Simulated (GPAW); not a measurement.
# A Bi chain with one Ni atom in line: transmission at several levels, part 2 of 2

How well does a Bi chain with one Ni atom in line conduct at low bias, and how far do basis and functional move the answer?

GPAW 26.7.0; GPAW LCAO, PAW setups; Landauer transmission from Green's functions with principal layers (ASE), zero bias.

So far, conductance (G₀): step 2 (double-zeta polarised basis, PBE, GPAW) 2.31; step 3 (basis szp(dzp), PBE, GPAW) 2.41; step 4 (basis sz(dzp), PBE, GPAW) 2.49; step 5 (revPBE) 2.29.

### Step 8. Potential alignment off, smearing 0.05, density threshold 0.001

Without the shift, lead and junction are matched by their Fermi levels alone. Smearing helps the SCF of a metal converge, but it blurs occupations at band edges near the Fermi level. The Hamiltonian is taken from the last density. The density threshold is one of the tests that end the cycle; the energy must settle too, so a loose value may not be the test that decides.

This step: GPAW LCAO, PAW setups; Landauer transmission from Green's functions with principal layers (ASE), zero bias (GPAW 26.7.0).

run.py reads:

```python
import json
import numpy as np
from ase import Atoms
from ase.transport.calculators import TransportCalculator
from gpaw import GPAW, FermiDirac
from gpaw.lcao.tools import get_lcao_hamiltonian
from scipy.linalg import eigh

# The junction with lead layers at both ends, along the third cell vector
device = Atoms(
    ['Bi', 'Bi', 'Bi', 'Bi', 'Ni', 'Bi', 'Bi', 'Bi', 'Bi'],
    positions=[
        [4.50000, 4.50000, 1.45000],
        [4.50000, 4.50000, 4.35000],
        [4.50000, 4.50000, 7.25000],
        [4.50000, 4.50000, 10.15000],
        [4.50000, 4.50000, 12.67010],
        [4.50000, 4.50000, 15.19020],
        [4.50000, 4.50000, 18.09020],
        [4.50000, 4.50000, 20.99020],
        [4.50000, 4.50000, 23.89020]],
    cell=[[9.0, 0.0, 0.0], [0.0, 9.0, 0.0], [0.0, 0.0, 25.3402]],
    pbc=True,
    magmoms=[0.0, 0.0, 0.0, 0.0, 1.0, 0.0, 0.0, 0.0, 0.0])

# One principal layer of the lead: the first 2 atoms of the device
lead = Atoms(
    ['Bi', 'Bi'],
    positions=[
        [4.50000, 4.50000, 1.45000],
        [4.50000, 4.50000, 4.35000]],
    cell=[[9.0, 0.0, 0.0], [0.0, 9.0, 0.0], [0.0, 0.0, 5.8]],
    pbc=True,
    magmoms=[0.0, 0.0])

settings = dict(mode='lcao', basis='dzp', xc='PBE', h=0.18,
                occupations=FermiDirac(0.05), maxiter=250,
                mixer=dict(beta=0.05, nmaxold=8, weight=100.0),
                convergence=dict(density=0.001))
energies = np.arange(-3, 3 + 1e-9, 0.075)
eta = 0.0001
n1, n2 = 1, 1
# k and -k transmit alike, so half of the mesh across the current serves
mesh = [(i, j) for i in range(n1) for j in range(n2) if (i, j) <= (-i % n1, -j % n2)]
weights = np.array([1 if (i, j) == (-i % n1, -j % n2) else 2 for i, j in mesh]) / (n1 * n2)

# [... helper functions left out ...]
fermi_lead = ground_state(lead, (1, 1, 19), 'lead.txt')
fermi_device = ground_state(device, (1, 1, 3), 'device.txt')
# [... loop over the mesh left out, but for ...]
        # Lead and device are aligned by their Fermi levels alone
        shift = 0.0
# [...]
kT = 8.617333e-5 * 200
bias = [0.1, 0.2, 0.5, 1.0, 1.5, 2.0]
# [... integrals and printing left out ...]
```

Run with:

```sh
$ OMP_NUM_THREADS=1 OPENBLAS_NUM_THREADS=1 python run.py
```

Output:

```text
basis functions: device 211, principal layer 46
Fermi level: lead -2.8517 eV, device -2.9425 eV; lead shifted by 0.0000 eV
largest coupling past the next layer 5.83e-06 eV, largest misfit of the first layer 0.038 eV
  E-E_F (eV)   T up        T down      channels up  channels down
    -3.000    8.8058e-01  8.1586e-01    1.0000    1.0000
    -2.925    8.7141e-01  8.0663e-01    1.0000    1.0000
    -2.850    8.6291e-01  7.9815e-01    1.0000    1.0000
    -2.775    8.5511e-01  7.9042e-01    1.0000    1.0000
    -2.700    8.4803e-01  7.8342e-01    1.0000    1.0000
    -2.625    8.4169e-01  7.7713e-01    1.0000    1.0000
    -2.550    8.3608e-01  7.7151e-01    1.0000    1.0000
    -2.475    8.3121e-01  7.6654e-01    1.0000    1.0000
    -2.400    8.2708e-01  7.6218e-01    1.0000    1.0000
    -2.325    8.2369e-01  7.5840e-01    1.0000    1.0000
    -2.250    8.2104e-01  7.5515e-01    1.0000    1.0000
    -2.175    8.1914e-01  7.5242e-01    1.0000    1.0000
    -2.100    8.1801e-01  7.5018e-01    1.0000    1.0000
    -2.025    8.1768e-01  7.4839e-01    1.0000    1.0000
    -1.950    8.1821e-01  7.4705e-01    1.0000    1.0000
    -1.875    8.1966e-01  7.4615e-01    1.0000    1.0000
[...]
2.475    7.1397e-01  6.8416e-01    1.0000    1.0000
     2.550    7.1611e-01  6.8611e-01    1.0000    1.0000
     2.625    7.1828e-01  6.8806e-01    1.0000    1.0000
     2.700    7.2049e-01  6.9004e-01    1.0000    1.0000
     2.775    7.2272e-01  6.9203e-01    1.0000    1.0000
     2.850    7.2499e-01  6.9405e-01    1.0000    1.0000
     2.925    7.2730e-01  6.9611e-01    1.0000    1.0000
     3.000    7.2965e-01  6.9822e-01    1.0000    1.0000
conductance at 200 K: 2.3152 G0 a cell; thermopower -0.08273 uV/K
current from the zero-bias T(E) at 0.1 V: 17.935 uA
current from the zero-bias T(E) at 0.2 V: 35.851 uA
current from the zero-bias T(E) at 0.5 V: 89.284 uA
current from the zero-bias T(E) at 1.0 V: 175.36 uA
current from the zero-bias T(E) at 1.5 V: 259.29 uA
current from the zero-bias T(E) at 2.0 V: 340.11 uA
```

It took 3.1 min on 1 thread of Arm Neoverse N1, shared host; peak memory 1.5 GiB.

This step gave:

* conductance: 2.315 G₀
* largest coupling past the next principal layer: 5.83e-6 eV
* largest misfit of the first principal layer: 0.03814 eV
* shift that aligns the lead: 0 eV
* transmission at the Fermi level, spin up: 2.102
* transmission at the Fermi level, spin down: 2.530

Each spin. Table of transmission, zone mean by energy, zero at the Fermi level:

```csv
energy (eV),"T, spin up","T, spin down"
-3.00,0.881,0.816
-2.85,0.863,0.798
-2.70,0.848,0.783
-2.55,0.836,0.772
-2.33,0.824,0.758
-2.17,0.819,0.752
-2.02,0.818,0.748
-1.88,0.820,0.746
-1.73,0.826,0.746
-1.57,0.838,0.747
-1.35,1.15,2.74
-1.20,1.72,2.75
-1.05,2.01,2.76
-0.90,1.16,2.78
-0.75,1.48,2.85
-0.60,1.75,2.51
-0.38,1.98,2.41
-0.23,2.06,2.50
-0.07,2.09,2.53
0.00,2.10,2.53
0.07,2.11,2.53
0.15,2.11,2.52
0.23,2.11,2.50
0.38,2.10,2.46
0.60,2.06,2.36
0.75,2.01,2.28
0.90,1.92,2.18
1.05,1.81,2.06
1.20,1.66,1.91
1.35,1.50,1.71
1.57,1.23,1.29
1.73,0.920,0.874
1.88,0.698,0.668
2.02,0.702,0.672
2.17,0.706,0.676
2.33,0.710,0.680
2.55,0.716,0.686
2.70,0.720,0.690
2.85,0.725,0.694
3.00,0.730,0.698
```

Crossings of the lead's bands, unfolded to its shortest repeat. Table of open channels, zone mean by energy, zero at the Fermi level:

```csv
energy (eV),"channels, spin up","channels, spin down"
-3.00,1,1
-2.77,1,1
-2.55,1,1
-2.40,1,1
-2.17,1,1
-1.95,1,1
-1.73,1,1
-1.57,1,1
-1.35,3,3
-1.12,3,3
-0.90,3,3
-0.75,3,3
-0.53,3,3
-0.30,3,3
-0.07,3,3
0.00,3,3
0.07,3,3
0.30,3,3
0.53,3,3
0.75,3,3
0.90,3,3
1.12,3,3
1.35,3,3
1.57,3,3
1.73,3,3
1.95,1,1
2.17,1,1
2.40,1,1
2.55,1,1
2.77,1,1
3.00,1,1
```

Not self-consistent under bias; the bias window is split evenly. Current through one cell, from the zero-bias transmission against bias:

```csv
bias (V),"current through one cell, from the zero-bias transmission (μA)"
0.100,17.9
0.200,35.9
0.500,89.3
1.000,175
1.500,259
2.000,340
```

Transmission of the three most open eigenchannels against energy, zero at the Fermi level:

```csv
energy (eV),channel 1 up,channel 2 up,channel 3 up,channel 1 down,channel 2 down,channel 3 down
-3.00,0.881,3.2e-12,0,0.816,3.5e-12,0
-2.77,0.855,3.2e-12,0,0.790,3.4e-12,0
-2.55,0.836,3.2e-12,0,0.772,3.4e-12,0
-2.25,0.821,3.1e-12,0,0.755,3.4e-12,0
-2.02,0.818,3.1e-12,0,0.748,3.3e-12,0
-1.80,0.822,3.1e-12,0,0.746,3.3e-12,0
-1.57,0.838,9.8e-11,9.8e-11,0.747,4.5e-12,4.5e-12
-1.35,0.875,0.135,0.135,0.994,0.994,0.754
-1.05,0.999,0.507,0.507,0.989,0.989,0.783
-0.82,0.561,0.561,0.113,0.975,0.975,0.854
-0.60,0.630,0.630,0.493,0.971,0.971,0.568
-0.38,0.696,0.696,0.585,0.976,0.976,0.454
-0.15,0.728,0.728,0.622,0.976,0.976,0.566
0.00,0.733,0.733,0.636,0.969,0.969,0.592
0.15,0.730,0.730,0.646,0.955,0.955,0.607
0.38,0.720,0.720,0.657,0.918,0.918,0.621
0.60,0.698,0.698,0.665,0.864,0.864,0.631
0.82,0.671,0.650,0.650,0.796,0.796,0.638
1.05,0.677,0.565,0.565,0.707,0.707,0.645
1.35,0.685,0.410,0.410,0.654,0.530,0.530
1.57,0.690,0.269,0.269,0.660,0.317,0.317
1.80,0.696,3.3e-8,3.3e-8,0.666,2.9e-8,2.9e-8
2.02,0.702,8.6e-12,8.6e-12,0.672,8.3e-12,8.3e-12
2.25,0.708,2.1e-12,0,0.678,2.3e-12,0
2.55,0.716,1.9e-12,0,0.686,2.1e-12,0
2.77,0.723,1.8e-12,0,0.692,2.0e-12,0
3.00,0.730,1.7e-12,0,0.698,1.9e-12,0
```

Site moment by atom:

```csv
atom,site moment (μB)
Bi1,-0.007
Bi2,-0.008
Bi3,-0.002
Bi4,-0.027
Ni5,0.625
Bi6,-0.027
Bi7,-0.002
Bi8,-0.008
Bi9,-0.007
```

The conductance, 2.32 G₀, lies 0.3 % above that of the dzp run.

### Step 9. A second varied run

A last run, with other settings again.

run.py, as its differences from that of step 8:

```diff
@@ -25,16 +25,15 @@
 
-# One principal layer of the lead: the first 2 atoms of the device
+# One principal layer of the lead: the first 1 atoms of the device
 lead = Atoms(
-    ['Bi', 'Bi'],
+    ['Bi'],
     positions=[
-        [4.50000, 4.50000, 1.45000],
-        [4.50000, 4.50000, 4.35000]],
-    cell=[[9.0, 0.0, 0.0], [0.0, 9.0, 0.0], [0.0, 0.0, 5.8]],
+        [4.50000, 4.50000, 1.45000]],
+    cell=[[9.0, 0.0, 0.0], [0.0, 9.0, 0.0], [0.0, 0.0, 2.9]],
     pbc=True,
-    magmoms=[0.0, 0.0])
+    magmoms=[0.0])
 
 settings = dict(mode='lcao', basis='dzp', xc='PBE', h=0.18,
-                occupations=FermiDirac(0.05), maxiter=250,
+                occupations=FermiDirac(0.1), maxiter=60,
                 mixer=dict(beta=0.05, nmaxold=8, weight=100.0),
-                convergence=dict(density=0.001))
+                convergence=dict(density=0.0001))
 energies = np.arange(-3, 3 + 1e-9, 0.075)
@@ -50,4 +49,4 @@
 # [... loop over the mesh left out, but for ...]
-        # Lead and device are aligned by their Fermi levels alone
-        shift = 0.0
+        # Shift the lead onto the potential of the device's first layer
+        shift = ((H[:, 0, 0] - H0[:, 0, 0]) / S0[0, 0]).real.mean()
 # [...]
```

Output:

```text
basis functions: device 211, principal layer 23
Fermi level: lead -2.8854 eV, device -2.9261 eV; lead shifted by -0.0873 eV
largest coupling past the next layer 2.76e-01 eV, largest misfit of the first layer 0.038 eV
  E-E_F (eV)   T up        T down      channels up  channels down
    -3.000    9.3448e-01  8.7376e-01    2.0000    2.0000
    -2.925    9.3322e-01  8.7426e-01    2.0000    2.0000
    -2.850    9.2993e-01  8.7189e-01    2.0000    2.0000
    -2.775    9.2488e-01  8.6708e-01    2.0000    2.0000
    -2.700    9.1827e-01  8.6022e-01    2.0000    2.0000
    -2.625    9.1034e-01  8.5163e-01    2.0000    2.0000
    -2.550    9.0131e-01  8.4163e-01    2.0000    2.0000
    -2.475    8.9142e-01  8.3053e-01    2.0000    2.0000
    -2.400    8.8095e-01  8.1864e-01    2.0000    2.0000
    -2.325    8.7020e-01  8.0626e-01    2.0000    2.0000
    -2.250    8.5945e-01  7.9369e-01    2.0000    2.0000
    -2.175    8.4904e-01  7.8119e-01    2.0000    2.0000
    -2.100    8.3927e-01  7.6904e-01    2.0000    2.0000
    -2.025    8.3045e-01  7.5747e-01    2.0000    2.0000
    -1.950    8.2290e-01  7.4669e-01    2.0000    2.0000
    -1.875    8.1693e-01  7.3689e-01    2.0000    2.0000
[...]
2.475    6.9678e-01  6.6415e-01    2.0000    2.0000
     2.550    6.9616e-01  6.6352e-01    2.0000    2.0000
     2.625    6.9584e-01  6.6319e-01    2.0000    2.0000
     2.700    6.9584e-01  6.6318e-01    2.0000    2.0000
     2.775    6.9618e-01  6.6350e-01    2.0000    2.0000
     2.850    6.9687e-01  6.6418e-01    2.0000    2.0000
     2.925    6.9792e-01  6.6522e-01    2.0000    2.0000
     3.000    6.9933e-01  6.6663e-01    2.0000    2.0000
conductance at 200 K: 2.2767 G0 a cell; thermopower 0.1984 uV/K
current from the zero-bias T(E) at 0.1 V: 17.638 uA
current from the zero-bias T(E) at 0.2 V: 35.267 uA
current from the zero-bias T(E) at 0.5 V: 87.99 uA
current from the zero-bias T(E) at 1.0 V: 173.94 uA
current from the zero-bias T(E) at 1.5 V: 257.45 uA
current from the zero-bias T(E) at 2.0 V: 337.64 uA
```

Elapsed: 3.8 min, on 1 thread; peak memory 1.5 GiB.

The run finished. A setting was moved off its sound value on purpose, so it serves as a test and not as the result.

The fault put into the input: a principal layer that is too short (n_lead = 1 and period = 2.9).

The two runs compared:

```csv
quantity,this run,sound run,difference
conductance (G₀),2.2767,2.3076,-0.0309
largest coupling past the next principal layer (eV),0.27552,5.832e-6,0.276
largest misfit of the first principal layer (eV),0.037960,0.025585,0.0124
shift that aligns the lead (eV),-0.087321,0.0072379,-0.0946
basis functions of a principal layer,23,46,-23
"transmission at the Fermi level, spin up",2.0268,2.0770,-0.0502
"lead channels, spin up",4,3,1
"transmission at the Fermi level, spin down",2.5275,2.5402,-0.0127
"lead channels, spin down",4,3,1
```

The two runs differ clearly in the largest coupling past the next principal layer: 0.276 eV against 5.8e-6 eV.

### Step 10. What came out

```yaml
conductance: 2.31 G₀
transmission_at_the_fermi_level_mean_of_the_spins: 2.31
thermopower: about 0 (under 1.5 μV/K)
open_channels_of_the_lead_there: 3
```

In words: In the dzp basis the junction conducts 2.31 G₀ at 200 K, with T = 2.31 as the mean of the two spins at the Fermi level; the sz basis reaches that conductance within 10 %. The scatterer reflects about 23 % of the incoming channels at the Fermi level. Measured against the first run (dzp), the nearest curve is that of dzp-revPBE (r.m.s. 0.22) and the farthest that of sz (0.35). Over the compared runs wall time goes from 219 s (dzp) to 523 s (szp), on a shared host. The geometry was built from estimated bond lengths and not relaxed, so the numbers describe this model structure. Spin-orbit coupling is left out, which matters for the heavy atoms here. An evenly spaced straight chain is an idealisation: free chains tend to dimerise, zigzag or, where a band edge lies near the Fermi level, turn magnetic. The currents use the zero-bias T(E) throughout, which holds only while the bias is small against the distance to the nearest feature. One magnetic start was tried; another order may lie lower. The energy step is wider than the thermal energy, so the conductance and thermopower rest on interpolation of T(E).

[Logs are printed without paths, hosts, clocks, repeated set-up lines and the standing remarks that a program may print on its own settings, such as how far it seeks lower states.]

[Hosts, paths, dates, database ids (printed as entryN), source tags and the programs' standing remarks are cut or masked in the printed files.]
